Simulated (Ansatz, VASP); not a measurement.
## MgO: VASP beside Ansatz

```
Mg O
1.0
     3.32228    0.00000    0.00000
    -1.66114    2.87718    0.00000
     0.00000    0.00000    9.43130
Mg O
4 4
Direct
  0.33333 0.66667 0.96949
  0.00000 0.00000 0.22082
  0.00000 0.00000 0.72082
  0.66667 0.33333 0.46949
  0.33333 0.66667 0.78004
  0.00000 0.00000 0.52964
  0.00000 0.00000 0.02964
  0.66667 0.33333 0.28004
```

Alike in both runs: task single point; functional PBE; k mesh 9 × 9 × 4; occupations gaussian, width 0.05 eV; no spin polarisation.

```csv
,VASP,Ansatz
version,VASP 6.6.1,Ansatz 0.2.0
potentials or method,"VASP PAW PBE potentials, release 64 (Mg, O)","scalar-relativistic, plane waves, PAW"
plane-wave cutoff (eV),520,520
valence electrons in the cell,32,64
```

Ansatz gave:

| Property | Result |
| --- | --- |
| gap on the k mesh at the Fermi level (eV) | 3.62 |
| least direct gap on the mesh (eV) | 3.62 |
| pressure (GPa) | 13.8 |
| largest component of the traceless stress (GPa) | 24.96 |
| rms of the force components (eV/Å) | 1.247 |

Task: Estimate VASP's values.

Result: gap on the k mesh at the Fermi level (eV): 3.60; least direct gap on the mesh (eV): 3.60; pressure (GPa): 13.6; largest component of the traceless stress (GPa): 25.45; rms of the force components (eV/Å): 1.272.

Atom by atom the forces differ by 0.025 eV/Å (rms over components). The two sets of potentials don't hold the same shells in valence.

Caveats: an odd mesh through Γ misses points on the zone boundary, where band edges often lie; forces of over 1 eV/Å show positions far from the minimum, so gaps and moduli don't describe the material at rest.
